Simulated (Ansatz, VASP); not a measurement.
## One calculation of Re, two programs

```
CELL_PARAMETERS angstrom
4.44915 0.00000 0.00000
-2.22457 3.85307 0.00000
0.00000 0.00000 2.78819
ATOMIC_POSITIONS crystal
Re 0.00000 0.00000 0.00000
Re 0.33333 0.66667 0.50000
Re 0.66667 0.33333 0.50000
```

Alike in both runs: task single point; functional revPBE; k mesh 9 × 9 × 13; occupations fermi-dirac, width 0.1 eV; no spin polarisation.

```csv
,VASP,Ansatz
version,VASP 6.6.1,Ansatz 0.2.0
potentials or method,"VASP PAW PBE potentials, release 64 (Re)","plane waves (420 eV) with PAW, scalar-relativistic"
plane-wave cutoff (eV),520,420
valence electrons in the cell,21,45
```

Ansatz gave:

| Item | Value |
| --- | --- |
| pressure (GPa) | -12.2 |
| largest component of the traceless stress (GPa) | 0.38 |

Task: Which values does VASP return?

Result: Pressure (GPa): -13.2; largest component of the traceless stress (GPa): 0.85.

The functional is the same, so the differences come from potentials, cutoffs and numerics. The two sets of potentials don't hold the same shells in valence.

Caveats: the PAW data sets were made with another functional, which shifts forces and pressure a little (VASP). The runs have no spin-orbit coupling, so splittings on Re are missing.
